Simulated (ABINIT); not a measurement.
# Sb (P2_1/m) in ABINIT: further runs, part 2 of 2

ABINIT 10.8.3 (patched build). The steps go on from the part before.

## (3) Relaxation of cell and atoms, PBEsol

run.abi

```
# Pseudopotentials
pp_dirpath "./"
pseudos "Sb.GGA_PBE-JTH.xml"

# Structure
acell 3.122402 4.347518 4.4060238564 Angstrom
rprim
     1.0000000000     0.0000000000     0.0000000000
     0.0000000000     1.0000000000     0.0000000000
    -0.0088322263     0.0000000000     0.9999609951
ntypat 1
znucl 51
natom 2
typat 1 1
xred
     0.0113890000     0.2500000000     0.2411660000
     0.9886110000     0.7500000000     0.7588340000
chkprim 0
chksymtnons 0
tolsym 1.0e-6

# Plane-wave basis
ecut 16.0
pawecutdg 32.0
pawxcdev 0

# k points
kptopt 1
ngkpt 8 5 5
nshiftk 1
shiftk 0.0 0.0 0.0

# Exchange and correlation
ixc -116133

# Bands and occupations
nband 19
occopt 3
tsmear 0.00183747

# SCF cycle
nstep 100
tolvrs 1.0e-9

# Output
iomode 3
prtwf 0
prtden 0
prteig 0
prtebands 0
enunit 2

# Relaxation
ionmov 2
ntime 60
tolmxf 0.0005
optcell 2
dilatmx 1.08
ecutsm 0.5
```

Potentials or basis: JTH PAW PBE v2.0.

Launch:

```sh
abinit run.abi > log 2>&1
```

run.abo:

```text
.Version 10.8.3 of ABINIT
 Symmetries : space group P2_1/m (# 11); Bravais mP (primitive monocl.)
================================================================================
 Values of the parameters that define the memory need of the present run
     intxc =       0    ionmov =       2      iscf =      17    lmnmax =      18
     lnmax =       6     mgfft =      36  mpssoang =       3    mqgrid =    3001
     natom =       2  nloc_mem =       2    nspden =       1   nspinor =       1
    nsppol =       1      nsym =       4    n1xccc =       1    ntypat =       1
    occopt =       3   xclevel =       2
       mpw =        1577          nfft =       27648          nkpt =          63
 PAW method is used; the additional fine FFT grid is defined by:
   mgfftf=        48    nfftf =     82944
================================================================================
================================================================================

--------------------------------------------------------------------------------
------------- Echo of variables that govern the present computation ------------
--------------------------------------------------------------------------------
 -outvars: echo values of preprocessed input variables --------
            acell      5.9004846350E+00  8.2156183475E+00  8.3261783928E+00 Bohr
              amu      1.21753000E+02
          chkprim           0
      chksymtnons           0
          dilatmx      1.08000000E+00
             ecut      1.60000000E+01 Hartree
           ecutsm      5.00000000E-01 Hartree
           enunit           2
           ionmov           2
                       outvar_i_n : Printing only first  50 k-points.
              ixc     -116133
                       outvar_i_n : Printing only first  50 k-points.
         kptrlatt        8    0    0      0    5    0      0    0    5
          kptrlen      4.10780917E+01
            natom           2
            nband          19
            ngfft          24      32      36
          ngfftdg          36      48      48
             nkpt          63
            nstep         100
             nsym           4
            ntime          60
           ntypat           1
                       prtocc : prtvol=0, do not print more k-points.
           occopt           3
          optcell           2
        pawecutdg      3.20000000E+01 Hartree
         pawxcdev           0
           prtden           0
        prtebands           0
           prteig           0
            prtwf           0
            rprim      1.0000000000E+00  0.0000000000E+00  0.0000000000E+00
                       0.0000000000E+00  1.0000000000E+00  0.0000000000E+00
                      -8.8322263000E-03  0.0000000000E+00  9.9996099510E-01
          spgroup          11
           tolmxf      5.00000000E-04
           tolsym      1.00000000E-06
           tolvrs      1.00000000E-09
           tsmear      1.83747000E-03 Hartree
            typat      1  1
           useylm           1
                       outvars : Printing only first  50 k-points.
           xangst      2.6176061540E-02  1.0868795000E+00  1.0625417034E+00
                       3.0573109387E+00  3.2606385000E+00  3.3433102965E+00
            xcart      4.9465587366E-02  2.0539045869E+00  2.0079128168E+00
                       5.7774803558E+00  6.1617137606E+00  6.3179408143E+00
             xred      1.1389000000E-02  2.5000000000E-01  2.4116600000E-01
                       9.8861100000E-01  7.5000000000E-01  7.5883400000E-01
            znucl       51.00000

================================================================================

[... 1224 lines left out ...]
           Absolute (Ha)=-3.42480E-06
           Relative     =-2.07280E-08

 At Broyd/MD step  12, gradients are converged :
  max grad (force/stress) = 3.8087E-04 < tolmxf= 5.0000E-04 ha/bohr (free atoms)

================================================================================

 ----iterations are completed or convergence reached----

 Mean square residual over all n,k,spin=   12.405E-12; max=  49.372E-10
 reduced coordinates (array xred) for    2 atoms
       0.001146095104      0.250000000000      0.251830274144
       0.998853904896      0.750000000000      0.748169725856
 rms dE/dt=  4.6219E-04; max dE/dt=  6.6724E-04; dE/dt below (all hartree)
    1       0.000442333370      0.000000000000      0.000667243310
    2      -0.000442333370      0.000000000000     -0.000667243310

 cartesian coordinates (angstrom) at end:
    1     -0.00021039864948     1.08306786299067     1.08953819660352
    2      3.04292326686829     3.24920358897201     3.25341658672470

 cartesian forces (hartree/bohr) at end:
    1     -0.00007611460650    -0.00000000000000    -0.00008187232366
    2      0.00007611460650    -0.00000000000000     0.00008187232366
 frms,max,avg= 6.4540712E-05 8.1872324E-05   0.000E+00  0.000E+00  0.000E+00 h/b

 cartesian forces (eV/Angstrom) at end:
    1     -0.00391397043418    -0.00000000000000    -0.00421004415469
    2      0.00391397043418    -0.00000000000000     0.00421004415469
 frms,max,avg= 3.3188169E-03 4.2100442E-03   0.000E+00  0.000E+00  0.000E+00 e/A
 length scales=  5.777852466960  8.186806547298  8.175764093325 bohr
              =  3.057507851401  4.332271451963  4.326428036971 angstroms
 Fermi (or HOMO) energy (hartree) =   0.25873   Average Vxc (hartree)=  -0.35249
 Eigenvalues (hartree) for nkpt=  63  k points:
 kpt#   1, nband= 19, wtk=  0.00500, kpt=  0.0000  0.0000  0.0000 (reduced coord)
  -0.81015   -0.80978   -0.80678   -0.80663   -0.80438   -0.80436   -0.80267   -0.80266
  -0.80248   -0.79933   -0.20640   -0.01135    0.12414    0.12477    0.33427    0.38396
   0.38410    0.38523    0.52588
      occupation numbers for kpt#   1
   2.00000    2.00000    2.00000    2.00000    2.00000    2.00000    2.00000    2.00000
   2.00000    2.00000    2.00000    2.00000    2.00000    2.00000    0.00000    0.00000
   0.00000    0.00000    0.00000
 prteigrs : prtvol=0 or 1, do not print more k-points.

 Fermi (or HOMO) energy (eV) =   7.04038   Average Vxc (eV)=  -9.59161
 Eigenvalues (   eV  ) for nkpt=  63  k points:
 kpt#   1, nband= 19, wtk=  0.00500, kpt=  0.0000  0.0000  0.0000 (reduced coord)
 -22.04537  -22.03525  -21.95367  -21.94959  -21.88822  -21.88783  -21.84166  -21.84147
 -21.83664  -21.75085   -5.61647   -0.30882    3.37793    3.39519    9.09599   10.44809
  10.45187   10.48267   14.30993
 prteigrs : prtvol=0 or 1, do not print more k-points.

--- !EnergyTerms
iteration_state     : {dtset: 1, itime: 12, icycle: 1, }
comment             : Components of total free energy in Hartree
kinetic             :  8.28622319660825E+00
hartree             :  4.60337059329131E+01
xc                  : -4.71061294010555E+00
Ewald energy        : -1.10396262021044E+02
psp_core            :  3.96932156694242E+00
local_psp           : -1.40065113924896E+02
PAW spherical_terms :  3.16576550295873E+01
internal            : -1.65225083159994E+02
'-kT*entropy'       : -2.91984522106630E-04
total_energy        : -1.65225375144516E+02
total_energy_eV     : -4.49601150069453E+03
...

--- !EnergyTermsDC
iteration_state     : {dtset: 1, itime: 12, icycle: 1, }
comment             : '"Double-counting" decomposition of free energy'
band_energy         : -1.54374274572446E+01
Ewald energy        : -1.10396262021044E+02
psp_core            :  3.96932156694242E+00
xc_dc               : -4.53688918975373E+01
PAW spherical_terms :  2.00817858672947E+00
internal            : -1.65225081222154E+02
'-kT*entropy'       : -2.91984522106630E-04
total_energy_dc     : -1.65225373206676E+02
total_energy_dc_eV  : -4.49601144796321E+03
...

--- !EnergyTermsWithPAWCore
iteration_state     : {dtset: 1, itime: 12, icycle: 1, }
comment             : 'Components of total free energy, including PAW core contributions'
Total energy        : -1.29576073370135E+04
Total energy DC     : -1.29576073350756E+04
Total energy (eV)   : -3.52594458071231E+05
Total energy DC (eV): -3.52594458018500E+05
...

 rms coord change=  8.5371E-03   atom, delta coord (reduced):
     1       -0.010242904896      0.000000000000      0.010664274144
     2        0.010242904896      0.000000000000     -0.010664274144

 Cartesian components of stress tensor (hartree/bohr^3)
  sigma(1 1)= -3.80865875E-06  sigma(3 2)=  0.00000000E+00
  sigma(2 2)=  2.32771392E-07  sigma(3 1)=  5.64327312E-07
  sigma(3 3)= -4.34134738E-07  sigma(2 1)=  0.00000000E+00

-Cartesian components of stress tensor (GPa)         [Pressure=  3.9326E-02 GPa]
- sigma(1 1)= -1.12054609E-01  sigma(3 2)=  0.00000000E+00
- sigma(2 2)=  6.84837080E-03  sigma(3 1)=  1.66030827E-02
- sigma(3 3)= -1.27726850E-02  sigma(2 1)=  0.00000000E+00

== END DATASET(S) ==============================================================
================================================================================

 -outvars: echo values of variables after computation  --------
            acell      5.7778524670E+00  8.1868065473E+00  8.1757640933E+00 Bohr
           etotal     -1.6522537321E+02
            fcart     -7.6114606503E-05 -0.0000000000E+00 -8.1872323663E-05
                       7.6114606503E-05 -0.0000000000E+00  8.1872323663E-05
            rprim      9.9998534677E-01  0.0000000000E+00  5.4135234586E-03
                       0.0000000000E+00  1.0000000000E+00  0.0000000000E+00
                      -3.4093207385E-03  0.0000000000E+00  9.9999418825E-01
           strten     -3.8086587543E-06  2.3277139239E-07 -4.3413473778E-07
                       0.0000000000E+00  5.6432731229E-07  0.0000000000E+00
           xangst     -2.1039864948E-04  1.0830678630E+00  1.0895381966E+00
                       3.0429232669E+00  3.2492035890E+00  3.2534165867E+00
             xred      1.1460951045E-03  2.5000000000E-01  2.5183027414E-01
                       9.9885390490E-01  7.5000000000E-01  7.4816972586E-01
 Calculation completed.
```

It took 8.5 min on 1 thread of Arm Neoverse V2, shared host; peak memory 0.16 GiB.

Results:

```
Free energy                                           : -4496.0114 eV
Relaxed volume                                        : 28.65 Å³/atom
Relaxed cell                                          : a = 3.058 Å, b = 4.332 Å, c = 4.326 Å, α = 90.00°, β = 89.89°, γ = 90.00°
Space group after relaxing (to 0.05 Å)                : Pm-3m (No. 221)
Energy gained by relaxing                             : 11.5 meV/atom
Ionic steps                                           : 12
Pressure after relaxing                               : 0.0 GPa
Largest force after relaxing                          : 0.006 eV/Å
Band gap on the k mesh                                : none (metal or under the smearing width)
Valence electrons inside the program's atomic spheres : Sb 12.42 (radii [1.2705] Å)
```

Forces on the atoms (eV/Å):
```
Sb  -0.004  0.000 -0.004
Sb   0.004  0.000  0.004
```

Step by step:
```
step  energy change (eV)  largest force (eV/Å)  pressure (GPa)  volume (Å³)
   1              0.0000                0.0406           -2.34        59.81
   2             -0.0062                0.0439           -1.96        59.38
   3             -0.0199                0.0764            0.22        57.25
   4             -0.0201                0.0714            0.03        57.40
   5             -0.0204                0.0654           -0.07        57.49
   6             -0.0210                0.0469           -0.26        57.63
   7             -0.0217                0.0314           -0.30        57.64
   8             -0.0223                0.0209           -0.18        57.50
   9             -0.0226                0.0148           -0.05        57.38
  10             -0.0227                0.0105            0.03        57.32
  11             -0.0228                0.0067            0.06        57.28
  12             -0.0229                0.0057            0.04        57.31
```

Final structure:
```xyz
2
Lattice="3.0575 0.0000 0.0166 0.0000 4.3323 0.0000 -0.0148 0.0000 4.3264" Properties=species:S:1:pos:R:3 pbc="T T T"
Sb   -0.0002    1.0831    1.0895
Sb    3.0429    3.2492    3.2534
```

Caveat: the PAW data sets were made with another functional, which shifts forces and pressure a little.
